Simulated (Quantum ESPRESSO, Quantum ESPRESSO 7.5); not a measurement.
# SmRh3B2 in PBEsol with frozen 4f electrons: the c axis agrees, the a axis comes out one per cent short

## Starting point

The reference is a single-crystal X-ray diffraction study at room temperature on an arc-melted crystal: "Redetermination of the crystal structures of rare-earth trirhodium diboride RERh3B2 (RE = Pr, Nd and Sm) from single-crystal X-ray data" (2022, PubMed Central 8739198). It gives the hexagonal cell as $a = 5.4438$ Å and $c = 3.11901$ Å, with a B–Rh distance of 2.214 Å and a Sm–Rh distance of 3.137 Å. In the CeCo3B2 type every atom sits on a position fixed by symmetry, so both distances follow from $a$ and $c$. The weak scattering of boron beside rhodium and samarium therefore does not blur the B–Rh distance, provided the structure type is right.

| compared with | measured | source's wording or label | T (K) | method |
| --- | --- | --- | --- | --- |
| B–Rh distance 1 (Å) | 2.214 | 2.214 ± 0.0001 A | room temperature | single-crystal XRD |
| Sm–Rh distance 1 (Å) | 3.137 | 3.137 ± 0.0001 A | room temperature | single-crystal XRD |
| a (Å) | 5.4438 ± 0.0002 | 5.4438 ± 0.0002 A | room temperature | single-crystal XRD |
| c (Å) | 3.11901 ± 0.00012 | 3.11901 ± 0.00012 A | room temperature | single-crystal XRD |

Conditions are those given with the value in the passage it was taken from; "not stated" means there, and the paper may say more elsewhere. The values are a selection: others may have been left out beforehand as unlike or outlying.

## Choices

The aim is to reproduce $a$, $c$ and the two shortest metal–rhodium and boron–rhodium contacts, each within 0.5 %. These are four numbers but only two independent tests. The diffraction cell from which I start, $a = 5.433$ Å and $c = 3.109$ Å, is already smaller than the reference by about 0.2 % in $a$ and 0.3 % in $c$, so a much narrower limit would run into the spread between determinations. A semilocal functional suited to solids can be expected to err by roughly half a per cent in a metal's lattice constants, which makes the limit a real test.

The model is the six-atom cell, with cell and atoms relaxed in PBEsol and the samarium 4f electrons in the core. That choice fixes the shell as localized and trivalent. Semilocal DFT with 4f electrons in the valence tends to place them at the Fermi level and let them take part in bonding, which can distort the volume. The price is that the valence of samarium becomes an assumption which the calculation cannot test. The potentials were generated for PBE, a mismatch I accept for a functional so closely related.

The calculated cell is static, while the crystal was measured at room temperature; thermal and zero-point expansion should add roughly 0.2 to 0.3 % in length. I start at settings meant for production, since a low cutoff or a thin mesh puts errors into the stress, and here the stress determines everything. A tighter cutoff and a neighbouring level with dispersion are to follow.

System: SmRh3B2, hexagonal CeCo3B2-type; P6/mmm (No. 191), 6 atoms in the primitive cell; the database structure is a diffraction structure: a = 5.433 Å, c = 3.109 Å; structure from the Crystallography Open Database.

On the selection of runs and values: Further runs on this system are not shown.

## 1. PBEsol relaxation at production settings

I begin with PBEsol at 90 Ry and a 6x6x8 mesh. PBE usually gives somewhat long lattice constants for compounds of the heavier transition metals, and PBEsol corrects most of that. I expect a cell slightly smaller than the measured one, by about the thermal allowance.

**Run 1.** Quantum ESPRESSO 7.5: PBEsol, PseudoDojo norm-conserving potentials (4f in the core), cell and atoms relaxed from the database structure, cutoff 90 Ry, 6x6x8 k mesh, Marzari-Vanderbilt smearing 0.14 eV; PBE files.

Key lines of the input:
```
! potential files: PseudoDojo norm-conserving potentials (4f in the core), made for PBE
&control
  calculation = 'vc-relax'
  forc_conv_thr = 2.0d-4
  etot_conv_thr = 1.0d-5
  nstep = 60
/
&system
  nat = 6
  ntyp = 3
  ecutwfc = 90
  input_dft = 'pbesol'
  nbnd = 46
  occupations = 'smearing'
  smearing = 'mv'
  degauss = 0.01029
/
&electrons
  conv_thr = 1.0d-8
  electron_maxstep = 100
  mixing_beta = 0.4
/
&ions
/
&cell
  press_conv_thr = 0.5
/
ATOMIC_SPECIES
  Sm 150.360 Sm.upf
  B 10.810 B.upf
  Rh 102.906 Rh.upf
[... cell and positions ...]
K_POINTS automatic
  6 6 8 0 0 0
```

Command:
```
OMP_NUM_THREADS=1 mpirun -n 4 pw.x -nk 4 -in relax.in > relax.out
```

Selected lines of the output:
```
     new unit-cell volume =    528.99128 a.u.^3 (    78.38842 Ang^3 )
CELL_PARAMETERS (angstrom)
   5.389314895   0.000000000  -0.000000000
  -0.000000000   0.000000000   3.116406902
ATOMIC_POSITIONS (crystal)
Sm              -0.0000000000       -0.0000000000        0.0000000000
B                0.3333333300        0.6666666700        0.0000000000
B                0.6666666700        0.3333333300       -0.0000000000
Rh               0.5000000000       -0.0000000000        0.5000000000
Rh               0.5000000000        0.5000000000        0.5000000000
Rh              -0.0000000000        0.5000000000        0.5000000000
```

Converged; 4.9 min on 4 cores of Arm Neoverse V2, shared host.

| quantity | run 1 | measured | deviation |
| --- | --- | --- | --- |
| B–Rh distance 1 (Å) | 2.202 | 2.214 | −0.012 (−0.5 %) |
| Sm–Rh distance 1 (Å) | 3.113 | 3.137 | −0.024 (−0.8 %) |
| a (Å) | 5.3893 | 5.4438 ± 0.0002 | −0.0545 (−1.0 %) |
| c (Å) | 3.1164 | 3.11901 ± 0.00012 | −0.0026 (−0.1 %) |

The contraction is far from uniform. $c$ comes within 0.1 % of the measured value, while $a$ is 1.0 % short, several times the shortfall I had expected. The atoms stay on their symmetry-fixed positions, so the distances carry the same error: Sm–Rh, which at this contact depends mostly on $a$, misses clearly, and B–Rh misses narrowly. An error confined to the basal plane is not what a simple overbinding would give, and I want the numerical settings examined before I blame the functional or the frozen 4f shell.

## 2. Cutoff and mesh behind the short axis

I raise the cutoff to 122 Ry at the same mesh, and separately thin the mesh to 3x3x6 at 90 Ry. The second run is no candidate for the result; it measures how strongly the k-point sampling, thinned mainly in the plane, acts on $a$. With norm-conserving potentials at 90 Ry I expect the cutoff to change little. If the coarse mesh also moves $a$ by much less than the 0.0545 Å that is missing, sampling becomes an unlikely cause.

**Run 2.** Quantum ESPRESSO 7.5: PBEsol, PseudoDojo norm-conserving potentials (4f in the core), cell and atoms relaxed from the database structure, cutoff 122 Ry, 6x6x8 k mesh, Marzari-Vanderbilt smearing 0.14 eV; PBE files.

Key lines of the input, as changed from run 1:
```diff
  &system
-   ecutwfc = 90
+   ecutwfc = 122
```

Selected lines of the output:
```
     new unit-cell volume =    529.05233 a.u.^3 (    78.39747 Ang^3 )
CELL_PARAMETERS (angstrom)
   5.389196932   0.000000000   0.000000000
  -0.000000000  -0.000000000   3.116903050
```

Converged; 4.1 min on 4 cores of AMD EPYC 9R45 (Zen 5), shared host.

**Run 3.** Quantum ESPRESSO 7.5: PBEsol, PseudoDojo norm-conserving potentials (4f in the core), cell and atoms relaxed from the database structure, cutoff 90 Ry, 3x3x6 k mesh, Marzari-Vanderbilt smearing 0.14 eV; PBE files.

Key lines of the input, as changed from run 1:
```diff
  K_POINTS automatic
-   6 6 8 0 0 0
+   3 3 6 0 0 0
```

Selected lines of the output:
```
CELL_PARAMETERS (angstrom)
   5.386501297  -0.000000000  -0.000000000
  -0.000000000  -0.000000000   3.116282500
```

Converged; 1.7 min on 4 cores of Arm Neoverse V2, shared host.

| quantity | run 2 | run 3 | measured |
| --- | --- | --- | --- |
| B–Rh distance 1 (Å) | 2.202 | 2.201 | 2.214 |
| Sm–Rh distance 1 (Å) | 3.113 | 3.111 | 3.137 |
| a (Å) | 5.3892 | 5.3865 | 5.4438 ± 0.0002 |
| c (Å) | 3.1169 | 3.1163 | 3.11901 ± 0.00012 |

Neither setting accounts for the short axis. Going to 122 Ry changes $a$ by 0.0001 Å and $c$ by 0.0005 Å, differences that the stopping thresholds of the relaxations could produce by themselves. The much coarser mesh shortens $a$ by only 0.0028 Å, about a twentieth of what is missing. The 6x6x8 mesh has no denser counterpart in this report, but a sampling error large enough to explain the deficit now looks unlikely.

The effect of the smearing width is not shown in this report. With that reservation, the miss in $a$ and in Sm–Rh most likely belongs to the physical model: the functional, the potentials with their frozen 4f shell, or the nonmagnetic metallic state they describe. These runs do not separate the three.

## 3. Dispersion as the neighbouring level

For scale I add D3(BJ) to PBEsol at 90 Ry and the 6x6x8 mesh. The correction is mainly attractive, so I expect it to shorten the cell further and not to repair $a$. What I want to know is how large its effect is beside the existing error, and whether it acts on the two axes unequally.

**Run 4.** Quantum ESPRESSO 7.5: PBEsol+D3(BJ), PseudoDojo norm-conserving potentials (4f in the core), cell and atoms relaxed from the database structure, cutoff 90 Ry, 6x6x8 k mesh, Marzari-Vanderbilt smearing 0.14 eV; PBE files.

Key lines of the input, as changed from run 1:
```diff
  &system
+   vdw_corr = 'dft-d3'
+   dftd3_version = 4
```

Selected lines of the output:
```
     new unit-cell volume =    518.69085 a.u.^3 (    76.86205 Ang^3 )
CELL_PARAMETERS (angstrom)
   5.371222545  -0.000000000   0.000000000
   0.000000000   0.000000000   3.076345136
```

Converged; 1.7 min on 4 cores of AMD EPYC 9R45 (Zen 5), shared host.

| quantity | run 4 | measured | deviation |
| --- | --- | --- | --- |
| B–Rh distance 1 (Å) | 2.184 | 2.214 | −0.030 (−1.4 %) |
| Sm–Rh distance 1 (Å) | 3.095 | 3.137 | −0.042 (−1.3 %) |
| a (Å) | 5.3712 | 5.4438 ± 0.0002 | −0.0726 (−1.3 %) |
| c (Å) | 3.0763 | 3.11901 ± 0.00012 | −0.0427 (−1.4 %) |

Dispersion shortens both axes, as the sign of the correction suggested, but very unequally: $c$ loses 0.0401 Å and $a$ only 0.0181 Å. The good agreement of $c$ is lost, the existing error in $a$ grows, and all four quantities now miss the limit. The deviations have become almost uniform, at 1.3 to 1.4 %, but only because $c$ has joined $a$ in being too short. That is no argument for adding D3(BJ) to PBEsol in this metal.

I stop here. A cutoff below 90 Ry could not clarify the miss, because the step up to 122 Ry has already shown that the basis is not its source. The plain PBEsol result at 122 Ry stands as the one to judge.

## Table of results

| run | settings | B–Rh distance 1 (Å) | Sm–Rh distance 1 (Å) | a (Å) | c (Å) | mean abs. dev. of these columns (%) | cost |
| --- | --- | --- | --- | --- | --- | --- | --- |
| 1 | PBEsol, cutoff 90 Ry, 6x6x8 k mesh | 2.202 | 3.113 | 5.3893 | 3.1164 | 0.6 | 20 core-min |
| 2 | PBEsol, cutoff 122 Ry, 6x6x8 k mesh | 2.202 | 3.113 | 5.3892 | 3.1169 | 0.6 | 16 core-min |
| 3 | PBEsol, cutoff 90 Ry, 3x3x6 k mesh | 2.201 | 3.111 | 5.3865 | 3.1163 | 0.6 | 6.9 core-min |
| 4 | PBEsol+D3(BJ), cutoff 90 Ry, 6x6x8 k mesh | 2.184 | 3.095 | 5.3712 | 3.0763 | 1.3 | 6.9 core-min |
|  | measured | 2.214 | 3.137 | 5.4438 ± 0.0002 | 3.11901 ± 0.00012 |  |  |

## Judgement

PBEsol with the samarium 4f shell in the core misses the target I set. At 122 Ry, for 16 core-minutes, only $c$ lies within 0.5 % of the measurement, at −0.1 %. The axis $a$ is 1.0 % short and Sm–Rh 0.8 %, while B–Rh misses narrowly at −0.5 %, just beyond the limit. Since symmetry fixes all atomic positions, the two distances only restate the cell: the real outcome is one good axis and one poor one.

The static calculation leaves out thermal and zero-point expansion. An allowance of 0.2 to 0.3 % would bring B–Rh inside the limit and Sm–Rh close to it, but $a$ would still be about 0.7 % short, and $c$ would become slightly too long. The good $c$ is therefore no proof that the bonding is described correctly.

The cutoff test was the useful check: it moved $a$ by only 0.0001 Å. The coarse mesh showed weak sensitivity to sampling, though it does not prove the 6x6x8 mesh converged. D3(BJ) gave a sense of scale but no remedy, worsening all four quantities.

The starting diffraction cell is also clearly longer in $a$ than the calculation, so the small spread between the two experimental cells cannot explain the miss. Some overbinding by PBEsol would have the right sign, but a uniform contraction would not spare $c$. The PBE potentials used under PBEsol may contribute, with unknown sign and size. Fixing samarium as trivalent would make the cell too small if the real compound had some divalent character; that is conjecture, and these runs cannot test it. The next step I would take is a calculation with the 4f electrons in the valence and a Hubbard $U$, to see whether the frozen shell causes the uneven error.

[Logs are printed without paths, hosts, clocks, repeated set-up lines and the standing remarks that a program may print on its own settings, such as how far it seeks lower states.]

[The runs shown are a pick from a larger set of finished runs; failed, doubtful and other runs were left out of it ahead of writing. So were measured values far from every level or from commonly accepted values, and agreement can look better than it is. Lines of input and output are excerpts and may be shortened.]
